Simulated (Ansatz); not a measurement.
# SiC (F-43m), symmetry broken, then relaxed

Theory: DFT PBE, scalar-relativistic, plane waves, PAW (Ansatz 0.2.0). Cutoff 420 eV, Γ-centred 6×6×6 k-points, Gaussian smearing of 0.05 eV. No spin polarisation. Energies are free energies at this smearing, counted from the undisturbed cell; pressure is positive in compression.

The undisturbed cell (relaxed at this level):

```xyz
16
Lattice="-4.3797 4.3797 0.0000 -4.3797 0.0000 4.3797 0.0000 4.3797 4.3797" Properties=species:S:1:pos:R:3 pbc="T T T"
Si   -4.3797    2.1899    2.1899
Si   -2.1899    0.0000    2.1899
Si   -2.1899    2.1899    0.0000
Si   -4.3797    4.3797    4.3797
Si    0.0000    0.0000    0.0000
Si   -2.1899    2.1899    4.3797
Si   -2.1899    4.3797    2.1899
Si    0.0000    2.1899    2.1899
C    -5.4747    3.2848    3.2848
C    -3.2848    1.0949    3.2848
C    -3.2848    3.2848    1.0949
C    -5.4747    5.4747    5.4747
C    -1.0949    1.0949    1.0949
C    -3.2848    3.2848    5.4747
C    -3.2848    5.4747    3.2848
C    -1.0949    3.2848    3.2848
```

The atoms are displaced (Å, in the unstrained cell):

```tsv
atom	ux	uy	uz
Si1	-0.023	-0.015	0.005
Si2	-0.023	-0.015	0.005
Si3	-0.023	-0.015	0.005
Si4	-0.023	-0.015	0.005
Si5	-0.023	-0.015	0.005
Si6	-0.023	-0.015	0.005
Si7	-0.023	-0.015	0.005
Si8	-0.023	-0.015	0.005
C9	-0.023	-0.015	0.005
C10	0.350	0.222	-0.078
C11	-0.023	-0.015	0.005
C12	-0.023	-0.015	0.005
C13	-0.023	-0.015	0.005
C14	-0.023	-0.015	0.005
C15	-0.023	-0.015	0.005
C16	-0.023	-0.015	0.005
```

The atoms are then relaxed in that fixed cell.

Question: Does the relaxation return to the undisturbed structure?

Answer: Yes (up to a choice of domain or origin): same space group and volume, and an energy 0.0 meV/atom from it. The disturbance itself cost 122.5 meV/atom. The final space group reads F-43m (tolerance 0.05 Å) and the volume changes by 0.00 %.

Final structure:

```
Si C
1.0
    -4.37973    4.37973    0.00000
    -4.37973    0.00000    4.37973
     0.00000    4.37973    4.37973
Si C
8 8
Direct
  0.50002 0.50000 0.99999
  0.99998 0.49999 0.00000
  0.50000 0.00001 0.99999
  0.50001 0.50002 0.49999
  0.00000 0.00001 0.99999
  0.99998 0.49997 0.50004
  0.50000 0.00000 0.50000
  0.00000 0.00001 0.49999
  0.62500 0.62502 0.12499
  0.12500 0.62496 0.12504
  0.62500 0.12500 0.12500
  0.62500 0.62501 0.62500
  0.12501 0.12500 0.12500
  0.12500 0.62501 0.62500
  0.62500 0.12501 0.62499
  0.12500 0.12499 0.62501
```

The relaxation, step by step (energy from the first step):

```tsv
step	ΔE (meV/atom)	largest force component (eV/Å)	pressure (GPa)
1	0.0	7.424	n/a
2	-82.8	4.542	n/a
3	-121.6	0.606	n/a
4	-122.5	0.005	n/a
5	-122.5	0.005	n/a
```

Cost: 3 runs of about 5.9 core-minutes in all, on Intel Xeon Platinum 8488C (Sapphire Rapids) (shared hosts).